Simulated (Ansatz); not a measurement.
LiCl, h-MgO type, relaxed with r2SCAN in the PAW code Ansatz: it is hexagonal, P6_3/mmc (No. 194); conventional cell a = 4.162 Å, c = 5.233 Å, 19.62 Å³ an atom. Li has 5 Cl at 2.40–2.62 Å; Cl has 5 Li at 2.40–2.62 Å. The primitive cell holds 4 atoms in 78.49 Å³. No spin polarisation. The prototype was imposed, so other structures may be more stable.

Computed values: PBE gives a gap of 5.65 eV and PBE0 (25 % exact exchange) 7.67 eV; one over PBE's mean ε∞ is 0.387. r2SCAN gives 6.30 eV and r2SCAN0 (25 %) 8.01 eV. HSE06 (6×6×4) gives a least gap of 6.95 eV, direct. PBEsol's static dielectric constant, on its own cell and averaged over directions, is 10.1.

Question: Taking the gap as linear in the share of unscreened exchange, estimate the gap of the hybrid whose share is 1/ε∞.

Answer: The slope is (7.67 − 5.65)/0.25 = 8.08 eV per unit share, so E_g ≈ 5.65 + 8.08 × 0.387 = 8.78 eV. The run with that share gives 8.80 eV (6×6×4 mesh), +0.02 eV from the straight line.

Question: Interpolate to r2SCANh, with 10 % exact exchange.

Answer: 6.30 + (8.01 − 6.30) × 0.10/0.25 = 6.98 eV; the run gives 6.98 eV (0.00 eV against the interpolation).

Question: At what wavelength does absorption set in by HSE06, excitons left aside?

Answer: λ = 1239.84 eV nm/E: 178 nm for the least gap. That lies in the ultraviolet, so by this gap the crystal is transparent to visible light.

Question: As a gate dielectric 2 nm thick, what equivalent oxide thickness and capacitance would it have, with 3.9 for amorphous SiO₂?

Answer: EOT = t × 3.9/κ = 2 × 3.9/10.1 = 0.77 nm; C/A = ε₀κ/t = 8.854 × 10.1/2 = 44.7 fF/µm². This takes the ideal crystal's mean κ, without interface layers; the tensor is anisotropic (4.9, 4.9, 20.7), so an oriented film differs.

The meshes of the hybrids are coarse, so their gaps aren't converged to the digits shown.
